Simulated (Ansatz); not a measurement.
# Ta(100) with 4 layers of random Ta-Al, 2x2: scattering by chemical disorder

How strongly does chemical disorder scatter in Ta(100) with 4 layers of random Ta-Al, 2x2?

Program: Ansatz 0.2.0. Level of theory: Ansatz plane-wave DFT, PBE, PAW files; ballistic transport by layer matching (Landauer), zero bias; PAW set soft_1. Results are calculated unless marked as measured.

### Step 1. Set-up

The cell holds 56 atoms: 54 Ta and 2 Al. Its edges and angles: a = 6.605 Å, b = 6.605 Å, c = 23.118 Å, α = 90.0°, β = 90.0°, γ = 90.0°. It derives from Ta. Regions: lead, 40 atoms (40 Ta); scattering region, 16 atoms (14 Ta and 2 Al). The structure is stacked along c, and the current runs across the ab planes.

### Step 2. With 4 alloy layers

In 4 layers a share of 0.125 of the sites is given to Al at random. The layers about the cell's end stay perfect and serve as the lead. Energies from -0.05 to 0.05 eV in steps of 0.05 eV are too few for the program's thermal sum, so it prints no conductance; for a metal the transmission near the Fermi level serves, at a fraction of the cost.

Contents of input.yaml:

```yaml
crystal:
  lattice:
    - [6.60512, 0.0, 0.0]
    - [0.0, 6.60512, 0.0]
    - [0.0, 0.0, 23.11792]
  atoms:
    - { symbol: Ta, position: [0.0, 0.0, 0.0357142857] }
    - { symbol: Ta, position: [0.0, 0.5, 0.0357142857] }
    - { symbol: Ta, position: [0.5, 0.0, 0.0357142857] }
    - { symbol: Ta, position: [0.5, 0.5, 0.0357142857] }
    - { symbol: Ta, position: [0.25, 0.25, 0.1071428571] }
    - { symbol: Ta, position: [0.25, 0.75, 0.1071428571] }
    - { symbol: Ta, position: [0.75, 0.25, 0.1071428571] }
    - { symbol: Ta, position: [0.75, 0.75, 0.1071428571] }
    - { symbol: Ta, position: [0.0, 0.0, 0.1785714286] }
    - { symbol: Ta, position: [0.0, 0.5, 0.1785714286] }
    - { symbol: Ta, position: [0.5, 0.0, 0.1785714286] }
    - { symbol: Ta, position: [0.5, 0.5, 0.1785714286] }
    - { symbol: Ta, position: [0.25, 0.25, 0.25] }
    - { symbol: Ta, position: [0.25, 0.75, 0.25] }
    - { symbol: Ta, position: [0.75, 0.25, 0.25] }
    - { symbol: Ta, position: [0.75, 0.75, 0.25] }
    - { symbol: Ta, position: [0.0, 0.0, 0.3214285714] }
    - { symbol: Ta, position: [0.0, 0.5, 0.3214285714] }
    - { symbol: Ta, position: [0.5, 0.0, 0.3214285714] }
    - { symbol: Ta, position: [0.5, 0.5, 0.3214285714] }
    - { symbol: Ta, position: [0.25, 0.25, 0.3928571429] }
    - { symbol: Ta, position: [0.25, 0.75, 0.3928571429] }
    - { symbol: Ta, position: [0.75, 0.25, 0.3928571429] }
    - { symbol: Ta, position: [0.75, 0.75, 0.3928571429] }
    - { symbol: Ta, position: [0.0, 0.0, 0.4642857143] }
    - { symbol: Ta, position: [0.0, 0.5, 0.4642857143] }
    - { symbol: Ta, position: [0.5, 0.0, 0.4642857143] }
    - { symbol: Ta, position: [0.5, 0.5, 0.4642857143] }
    - { symbol: Ta, position: [0.25, 0.25, 0.5357142857] }
    - { symbol: Ta, position: [0.25, 0.75, 0.5357142857] }
    - { symbol: Ta, position: [0.75, 0.25, 0.5357142857] }
    - { symbol: Ta, position: [0.75, 0.75, 0.5357142857] }
    - { symbol: Al, position: [0.0, 0.0, 0.6071428571] }
    - { symbol: Ta, position: [0.0, 0.5, 0.6071428571] }
    - { symbol: Ta, position: [0.5, 0.0, 0.6071428571] }
    - { symbol: Al, position: [0.5, 0.5, 0.6071428571] }
    - { symbol: Ta, position: [0.25, 0.25, 0.6785714286] }
    - { symbol: Ta, position: [0.25, 0.75, 0.6785714286] }
    - { symbol: Ta, position: [0.75, 0.25, 0.6785714286] }
    - { symbol: Ta, position: [0.75, 0.75, 0.6785714286] }
    - { symbol: Ta, position: [0.0, 0.0, 0.75] }
    - { symbol: Ta, position: [0.0, 0.5, 0.75] }
    - { symbol: Ta, position: [0.5, 0.0, 0.75] }
    - { symbol: Ta, position: [0.5, 0.5, 0.75] }
    - { symbol: Ta, position: [0.25, 0.25, 0.8214285714] }
    - { symbol: Ta, position: [0.25, 0.75, 0.8214285714] }
    - { symbol: Ta, position: [0.75, 0.25, 0.8214285714] }
    - { symbol: Ta, position: [0.75, 0.75, 0.8214285714] }
    - { symbol: Ta, position: [0.0, 0.0, 0.8928571429] }
    - { symbol: Ta, position: [0.0, 0.5, 0.8928571429] }
    - { symbol: Ta, position: [0.5, 0.0, 0.8928571429] }
    - { symbol: Ta, position: [0.5, 0.5, 0.8928571429] }
    - { symbol: Ta, position: [0.25, 0.25, 0.9642857143] }
    - { symbol: Ta, position: [0.25, 0.75, 0.9642857143] }
    - { symbol: Ta, position: [0.75, 0.25, 0.9642857143] }
    - { symbol: Ta, position: [0.75, 0.75, 0.9642857143] }
kpoints:
  mp_grid: { grid: [4, 4, 1] }
hamiltonian:
  xc: pbe
  pseudopotentials: { kind: paw, azcp: { folder: soft_1 } }
scf:
  occupations: { method: fermi_dirac, width: 0.1 }
output:
  transmission: { leads: [[0, 4]], kmesh: [8, 8], e_range: [-0.05, 0.05], de: 0.05 }
  write_potential: true
  write_density: true
  volumetric_format: npy
```

Command:

```bash
$ ansatz run input.yaml --threads 4 --pin off --max-ram 15360MiB --backend cpu --events-out ev --progress --plain --runs-dir out
```

Numbers of over 12 decimals in the logs are rounded to 6 here.

What it wrote:

```text
Engine: ansatz 0.2.0, aarch64-unknown-linux-gnu
Pseudopotentials: kind: paw
Pseudopotential: Ta, paw, valence charge 13, recommended cutoff 420 eV (normal), soft_1/Ta.paw.azcp
Pseudopotential: Al, paw, valence charge 3, recommended cutoff 420 eV (normal), soft_1/Al.paw.azcp
Functional definition: PBE
  parameter kappa = 0.804
  parameter beta = 0.066725
  exchange = pbe_x(kappa = kappa, mu = beta*pi^2/3)
  correlation = pbe_c(beta = beta)
Crystal: 56 atoms, lattice volume = 1008.580 Å³
Basis set: ecut = 420 eV, 19677 PW (Γ)
Bands: 425, of which v1, the nominal top of the filled ones, is band 354 counted from 1 (353 counted from 0)
Symmetry: 32 space group operations
Space group: P4/mmm (ITA 123), of the structure as read, at distance tolerance 1.0e-4 Å
k-points: 6 of 16
Non-local potential: Ta, projectors of the file, l = 0: 3, l = 1: 2, l = 2: 2, l = 3: 1
Non-local potential: Al, projectors of the file, l = 0: 2, l = 1: 2, l = 2: 1
PAW form: soft (Blöchl's): semilocal exchange-correlation on the pseudo side does not see the compensation charge
PAW one-centre angular grid: Ta, 590 points (default); XC on 64 Gauss nodes
PAW one-centre angular grid: Al, 110 points (default); XC on 64 Gauss nodes
Initial density: superposition of atomic densities (chi_scale 0.1, normalization cell, long waves kept (reshape's long-wave potential 0.15 eV rms))
Initial wavefunctions: pseudopotential atomic-orbital guess
Functional: x = pbe(κ = 0.804, μ = 0.219515), c = pbe(β = 0.066725)
SCF iter   1: F=—  HF=-537479.737566 eV  |F-HF|=—  |Δ(HF+E_count)|=         —  Δρ=4.49e-2  dr2=3.05e2  ethr=3.10e-3  ⟨swp⟩=6.5  Hψ=10098  notcnv=0  defer=11
preconditioner: auto → Kerker (q_TF=auto, 2.572 Å⁻¹)  [metal: Δε(μ)=0.027 eV  Ē_g=4.290 eV  σ=0.100 eV  W_gap=0.07  n_scr=294 (ndim 8)  ℏωp=19.4 eV  f_vac=0.000  D(μ)=61.33/eV (n_scr^D=636)]
SCF iter   2: F=—  HF=-537473.927080 eV  |F-HF|=—  |Δ(HF+E_count)|=    5.81e0  Δρ=2.69e-2  dr2=7.33e1  ethr=3.10e-3  ⟨swp⟩=2.2  Hψ=3164  notcnv=0  defer=76
SCF iter   3: F=—  HF=-537471.204329 eV  |F-HF|=—  |Δ(HF+E_count)|=    2.72e0  Δρ=4.81e-3  dr2=5.73e-1  ethr=3.10e-3  ⟨swp⟩=3.3  Hψ=4126  notcnv=0  defer=76
SCF iter   4: F=—  HF=-537471.131476 eV  |F-HF|=—  |Δ(HF+E_count)|=   7.29e-2  Δρ=7.84e-4  dr2=6.91e-2  ethr=8.09e-5  ⟨swp⟩=2.8  Hψ=3802  notcnv=0  defer=63
SCF iter   5: F=—  HF=-537471.128693 eV  |F-HF|=—  |Δ(HF+E_count)|=   2.78e-3  Δρ=2.71e-4  dr2=4.94e-3  ethr=9.77e-6  ⟨swp⟩=1.7  Hψ=2820  notcnv=0  defer=63
SCF iter   6: F=—  HF=-537471.128127 eV  |F-HF|=—  |Δ(HF+E_count)|=   5.66e-4  Δρ=5.52e-5  dr2=1.69e-4  ethr=6.97e-7  ⟨swp⟩=2.0  Hψ=3308  notcnv=0  defer=63
SCF iter   7: F=—  HF=-537471.128096 eV  |F-HF|=—  |Δ(HF+E_count)|=   3.14e-5  Δρ=1.29e-5  dr2=3.35e-6  ethr=2.39e-8  ⟨swp⟩=2.0  Hψ=3389  notcnv=0  defer=63
SCF iter   8: F=—  HF=-537471.127451 eV  |F-HF|=—  |Δ(HF+E_count)|=   6.45e-4  Δρ=2.19e-6  dr2=5.96e-8  ethr=1.41e-11  ⟨swp⟩=11.3  Hψ=9121  notcnv=0
SCF iter   9: F=-537471.127451 eV  HF=-537471.127451 eV  |F-HF|=3.49e-9  |Δ(HF+E_count)|=   9.55e-9  Δρ=3.67e-7  dr2=4.40e-9  ethr=8.42e-12  ⟨swp⟩=1.0  Hψ=5934  notcnv=0
SCF 1 converged in 9 iterations: F = -537471.127451 eV  dr2 = 4.40e-9
  greatest PAW one-centre occupation: 0.999 electrons in one spin orbital (limit 2), on the Ta atom at site 42 (counted from 0), in its partial waves of l = 0
transmission: 63 of 630 steps passed
transmission: 126 of 630 steps passed
[...]
transmission: 630 of 630 steps passed
SCF converged after 9 iterations
Free energy (F): -537471.127451 eV
Harris-Foulkes:  -537471.127451 eV  (|F-HF|=3.49e-9)
Internal energy: -537468.932586 eV  (E = F + TS)
E sigma→0 (E₀):  -537470.030018 eV
Entropy (-TS):   -2.194865 eV (-39.194 meV/atom)
Fermi energy:    18.126256 eV
--- Per-component energies (eV) ---
  E_band       = -5891.057958
  E_kinetic    = 21293.747952
  E_local      = -33259.787534  (includes V_loc(G=0)·N_el)
  E_nonlocal   = -573.488505
  E_hartree    = 12448.464242
  E_xc         = -17423.393534
  E_vxc        = -12675.419477  (∫ρ·V_xc dr)
  E_paw        = -449390.204013  (= ΣΔE_a)
  E_vpaw       = -5573.049969  (= ΣTr[D̂ρ^β])
  E_aug_tail   = 0.005253  (compensation charges beyond the density's cutoff)
  E_ewald      = -70564.276448
  E_smearing   = -2.194865  (= −TS)
  E_closure    = 0.000000  (closes the sum)
  Σ components = -537471.127451   (vs F -537471.127451, Δ=0.00e0)
--- Band table (eV; the first three rows and the last of 6) ---
  k-point 0: bands = [... 350 lower, 18.7623, 18.7802, 18.7802, 18.7986, 18.7986, 18.8287, 18.8287, 18.8924, ... 67 higher]
  k-point 1: bands = [... 350 lower, 18.3959, 18.4024, 18.4325, 18.4640, 18.4998, 18.5015, 18.5482, 18.6177, ... 67 higher]
  k-point 2: bands = [... 350 lower, 18.0303, 18.0303, 18.0391, 18.0391, 18.0822, 18.0822, 18.1279, 18.1279, ... 67 higher]
  k-point 5: bands = [... 350 lower, 17.5367, 17.5367, 17.5388, 17.5388, 17.5468, 17.5468, 17.5722, 17.5722, ... 67 higher]
--- Transmission ---
  basis      : 377 plane waves across, 42 finite elements along
  points     : 15, standing for a mesh of 8 x 8
  energies   : 3 from -0.050000 to 0.050000 eV about the Fermi level, 0.050000 eV apart; the leads are filled to 0.000000 eV, and channels, transmission and decay are at 0.000000 eV
  crystal 0  : Ta4, at the sites [0, 4], period 1.6513 Å, over 21.47 Å; its Hamiltonian steps by up to 11.4 meV
    offset         : up to 0.0000 Å between an atom of the period and one for which it stands
    channels       : 1.048438e1 a spin
    conductance    : none, the energies end too early or step too widely for 300 K: set another output.transmission.e_range or a lower de, or, where they end at an eighth of basis.ecutwfc, a higher one
  junction   : crystal 0 to crystal 0, 2.60 to 24.07 Å
    transmission   : 5.163030e0 a spin
    conductance    : none, the energies end too early or step too widely for 300 K: set another output.transmission.e_range or a lower de, or, where they end at an eighth of basis.ecutwfc, a higher one
```

Run time: 8.2 min. Hardware: 4 threads of Arm Neoverse V1, shared host; peak memory 7.5 GiB; 29 min of CPU time.

This step gave:

```yaml
free_energy: -537471.1275 eV
energy_at_zero_smearing: -537470.0300 eV
fermi_energy: 18.13 eV
cell_area: 43.63 Å²
transmission_per_spin_nearest_the_fermi_level: 5.163
open_channels_per_spin_nearest_the_fermi_level: 10.48
step_of_the_lead_s_potential: 11.4 meV
```

Per spin. Table of transmission, zone mean by energy, zero at the Fermi level:

| energy (eV) | transmission, zone mean |
| --- | --- |
| -0.0500 | 5.39 |
| 0.0000 | 5.16 |
| 0.0500 | 4.70 |

Per spin. Table of open channels, zone mean, lead by energy, zero at the Fermi level:

| energy (eV) | open channels, zone mean, lead |
| --- | --- |
| -0.0500 | 10.3 |
| 0.0000 | 10.5 |
| 0.0500 | 9.86 |

Transmission over k1 and k2. At 0.0000 eV from the Fermi level.

Ten even steps from '0' (2.19) to '9' (7.22):
```
01466641
24899984
46977796
46976796
46977796
24899984
01466641
00244420
```
Columns: k1 (b1) from -0.5 to 0.375; rows upwards: k2 (b2) from -0.5 to 0.375.

Open channels over k1 and k2. At 0.0000 eV from the Fermi level.

Values, 8 rows by 8 columns:
```
 6.0  4.0  9.0 12.0 12.0 12.0  9.0  4.0
 8.0  9.0 13.0 14.0 14.0 14.0 13.0  9.0
10.0 12.0 14.0 11.0 11.0 11.0 14.0 12.0
10.0 12.0 14.0 11.0 11.0 11.0 14.0 12.0
10.0 12.0 14.0 11.0 11.0 11.0 14.0 12.0
 8.0  9.0 13.0 14.0 14.0 14.0 13.0  9.0
 6.0  4.0  9.0 12.0 12.0 12.0  9.0  4.0
 4.0  6.0  8.0 10.0 10.0 10.0  8.0  6.0
```
Columns: k1 (b1) from -0.5 to 0.375; rows upwards: k2 (b2) from -0.5 to 0.375.

Over the solved energies the transmission per spin lies between 4.70 and 5.39, out of 10.2 channels of the lead on average (up to 10.5).

### Step 3. With 8 alloy layers

In 8 layers a share of 0.125 of the sites is given to Al at random. A fresh draw is used; the growth of the resistance with length is what counts.

System of this step: Ta(100) with 8 layers of random Ta-Al, 2x2. The cell holds 72 atoms: 68 Ta and 4 Al. Cell: a = 6.605 Å, b = 6.605 Å, c = 29.723 Å, α = 90.0°, β = 90.0°, γ = 90.0°. It derives from Ta. Regions: lead, 40 atoms (40 Ta); scattering region, 32 atoms (28 Ta and 4 Al). The structure is stacked along c, and the current runs across the ab planes.

Contents of input.yaml:

```yaml
crystal:
  lattice:
    - [6.60512, 0.0, 0.0]
    - [0.0, 6.60512, 0.0]
    - [0.0, 0.0, 29.72304]
  atoms:
    - { symbol: Ta, position: [0.0, 0.0, 0.0277777778] }
    - { symbol: Ta, position: [0.0, 0.5, 0.0277777778] }
    - { symbol: Ta, position: [0.5, 0.0, 0.0277777778] }
    - { symbol: Ta, position: [0.5, 0.5, 0.0277777778] }
    - { symbol: Ta, position: [0.25, 0.25, 0.0833333333] }
    - { symbol: Ta, position: [0.25, 0.75, 0.0833333333] }
    - { symbol: Ta, position: [0.75, 0.25, 0.0833333333] }
    - { symbol: Ta, position: [0.75, 0.75, 0.0833333333] }
    - { symbol: Ta, position: [0.0, 0.0, 0.1388888889] }
    - { symbol: Ta, position: [0.0, 0.5, 0.1388888889] }
    - { symbol: Ta, position: [0.5, 0.0, 0.1388888889] }
    - { symbol: Ta, position: [0.5, 0.5, 0.1388888889] }
    - { symbol: Ta, position: [0.25, 0.25, 0.1944444444] }
    - { symbol: Ta, position: [0.25, 0.75, 0.1944444444] }
    - { symbol: Ta, position: [0.75, 0.25, 0.1944444444] }
    - { symbol: Ta, position: [0.75, 0.75, 0.1944444444] }
    - { symbol: Ta, position: [0.0, 0.0, 0.25] }
    - { symbol: Ta, position: [0.0, 0.5, 0.25] }
    - { symbol: Ta, position: [0.5, 0.0, 0.25] }
    - { symbol: Ta, position: [0.5, 0.5, 0.25] }
    - { symbol: Ta, position: [0.25, 0.25, 0.3055555556] }
    - { symbol: Ta, position: [0.25, 0.75, 0.3055555556] }
    - { symbol: Al, position: [0.75, 0.25, 0.3055555556] }
    - { symbol: Ta, position: [0.75, 0.75, 0.3055555556] }
    - { symbol: Ta, position: [0.0, 0.0, 0.3611111111] }
    - { symbol: Ta, position: [0.0, 0.5, 0.3611111111] }
    - { symbol: Ta, position: [0.5, 0.0, 0.3611111111] }
    - { symbol: Ta, position: [0.5, 0.5, 0.3611111111] }
    - { symbol: Ta, position: [0.25, 0.25, 0.4166666667] }
    - { symbol: Ta, position: [0.25, 0.75, 0.4166666667] }
    - { symbol: Ta, position: [0.75, 0.25, 0.4166666667] }
    - { symbol: Ta, position: [0.75, 0.75, 0.4166666667] }
    - { symbol: Ta, position: [0.0, 0.0, 0.4722222222] }
    - { symbol: Ta, position: [0.0, 0.5, 0.4722222222] }
    - { symbol: Ta, position: [0.5, 0.0, 0.4722222222] }
    - { symbol: Ta, position: [0.5, 0.5, 0.4722222222] }
    - { symbol: Al, position: [0.25, 0.25, 0.5277777778] }
    - { symbol: Ta, position: [0.25, 0.75, 0.5277777778] }
    - { symbol: Ta, position: [0.75, 0.25, 0.5277777778] }
    - { symbol: Ta, position: [0.75, 0.75, 0.5277777778] }
    - { symbol: Ta, position: [0.0, 0.0, 0.5833333333] }
    - { symbol: Ta, position: [0.0, 0.5, 0.5833333333] }
    - { symbol: Ta, position: [0.5, 0.0, 0.5833333333] }
    - { symbol: Ta, position: [0.5, 0.5, 0.5833333333] }
    - { symbol: Ta, position: [0.25, 0.25, 0.6388888889] }
    - { symbol: Ta, position: [0.25, 0.75, 0.6388888889] }
    - { symbol: Al, position: [0.75, 0.25, 0.6388888889] }
    - { symbol: Ta, position: [0.75, 0.75, 0.6388888889] }
    - { symbol: Ta, position: [0.0, 0.0, 0.6944444444] }
    - { symbol: Ta, position: [0.0, 0.5, 0.6944444444] }
    - { symbol: Ta, position: [0.5, 0.0, 0.6944444444] }
    - { symbol: Al, position: [0.5, 0.5, 0.6944444444] }
    - { symbol: Ta, position: [0.25, 0.25, 0.75] }
    - { symbol: Ta, position: [0.25, 0.75, 0.75] }
    - { symbol: Ta, position: [0.75, 0.25, 0.75] }
    - { symbol: Ta, position: [0.75, 0.75, 0.75] }
    - { symbol: Ta, position: [0.0, 0.0, 0.8055555556] }
    - { symbol: Ta, position: [0.0, 0.5, 0.8055555556] }
    - { symbol: Ta, position: [0.5, 0.0, 0.8055555556] }
    - { symbol: Ta, position: [0.5, 0.5, 0.8055555556] }
    - { symbol: Ta, position: [0.25, 0.25, 0.8611111111] }
    - { symbol: Ta, position: [0.25, 0.75, 0.8611111111] }
    - { symbol: Ta, position: [0.75, 0.25, 0.8611111111] }
    - { symbol: Ta, position: [0.75, 0.75, 0.8611111111] }
    - { symbol: Ta, position: [0.0, 0.0, 0.9166666667] }
    - { symbol: Ta, position: [0.0, 0.5, 0.9166666667] }
    - { symbol: Ta, position: [0.5, 0.0, 0.9166666667] }
    - { symbol: Ta, position: [0.5, 0.5, 0.9166666667] }
    - { symbol: Ta, position: [0.25, 0.25, 0.9722222222] }
    - { symbol: Ta, position: [0.25, 0.75, 0.9722222222] }
    - { symbol: Ta, position: [0.75, 0.25, 0.9722222222] }
    - { symbol: Ta, position: [0.75, 0.75, 0.9722222222] }
kpoints:
  mp_grid: { grid: [4, 4, 1] }
hamiltonian:
  xc: pbe
  pseudopotentials: { kind: paw, azcp: { folder: soft_1 } }
scf:
  occupations: { method: fermi_dirac, width: 0.1 }
output:
  transmission: { leads: [[0, 4]], kmesh: [8, 8], e_range: [-0.05, 0.05], de: 0.05 }
  write_potential: true
  write_density: true
  volumetric_format: npy
```

What it wrote:

```text
[...]
Crystal: 72 atoms, lattice volume = 1296.745 Å³
Basis set: ecut = 420 eV, 25307 PW (Γ)
Bands: 538, of which v1, the nominal top of the filled ones, is band 448 counted from 1 (447 counted from 0)
Symmetry: 1 space group operations
[...]
k-points: 10 of 16 (time reversal used)
[...]
SCF iter   1: F=—  HF=-677625.544450 eV  |F-HF|=—  |Δ(HF+E_count)|=         —  Δρ=4.75e-2  dr2=1.14e3  ethr=3.10e-3  ⟨swp⟩=6.4  Hψ=21158  notcnv=0  defer=40
[...]
SCF iter  10: F=-677612.092118 eV  HF=-677612.092118 eV  |F-HF|=1.51e-9  |Δ(HF+E_count)|=   5.47e-9  Δρ=1.93e-7  dr2=1.49e-9  ethr=3.99e-12  ⟨swp⟩=1.0  Hψ=12610  notcnv=0
SCF 1 converged in 10 iterations: F = -677612.092118 eV  dr2 = 1.49e-9
[...]
transmission: 189 of 1836 steps passed
transmission: 369 of 1836 steps passed
[...]
transmission: 1836 of 1836 steps passed
SCF converged after 10 iterations
Free energy (F): -677612.092118 eV
[...]
Internal energy: -677609.227280 eV  (E = F + TS)
E sigma→0 (E₀):  -677610.659699 eV
Entropy (-TS):   -2.864838 eV (-39.789 meV/atom)
Fermi energy:    17.897017 eV
[...]
--- Band table (eV; the first three rows and the last of 10) ---
  k-point 0: bands = [... 444 lower, 18.5177, 18.5380, 18.5433, 18.5530, 18.5601, 18.5865, 18.5889, 18.5916, ... 86 higher]
  k-point 1: bands = [... 444 lower, 18.1428, 18.1569, 18.1865, 18.2023, 18.2341, 18.2400, 18.2616, 18.2768, ... 86 higher]
  k-point 2: bands = [... 444 lower, 17.7854, 17.8054, 17.8410, 17.8591, 17.8968, 17.9134, 17.9293, 17.9459, ... 86 higher]
  k-point 9: bands = [... 444 lower, 17.2612, 17.2775, 17.2922, 17.2968, 17.3386, 17.3577, 17.3698, 17.3747, ... 86 higher]
--- Transmission ---
  basis      : 377 plane waves across, 54 finite elements along
  points     : 34, standing for a mesh of 8 x 8
[...]
channels       : 1.048438e1 a spin
[...]
junction   : crystal 0 to crystal 0, 0.70 to 28.77 Å
    transmission   : 3.745425e0 a spin
[...]
```

The job ended after 29 min (4 threads; peak memory 8.3 GiB).

This step gave:

```
free energy                                   : -677612.0921 eV
energy at zero smearing                       : -677610.6597 eV
Fermi energy                                  : 17.90 eV
transmission per spin nearest the Fermi level : 3.745
step of the lead's potential                  : 6.5 meV
```

Per spin. Table of transmission, zone mean by energy, zero at the Fermi level:

| energy (eV) | transmission, zone mean |
| --- | --- |
| -0.0500 | 3.84 |
| 0.0000 | 3.75 |
| 0.0500 | 3.53 |

Over the solved energies the transmission per spin lies between 3.53 and 3.84, out of 10.3 channels of the lead on average (up to 10.5).

[end of part 1 of 2]

[Logs are printed without paths, hosts, clocks, repeated set-up lines and the standing remarks that a program may print on its own settings, such as how far it seeks lower states.]

[Hosts, paths, dates, database ids (printed as entryN), source tags and the programs' standing remarks are cut or masked in the printed files.]
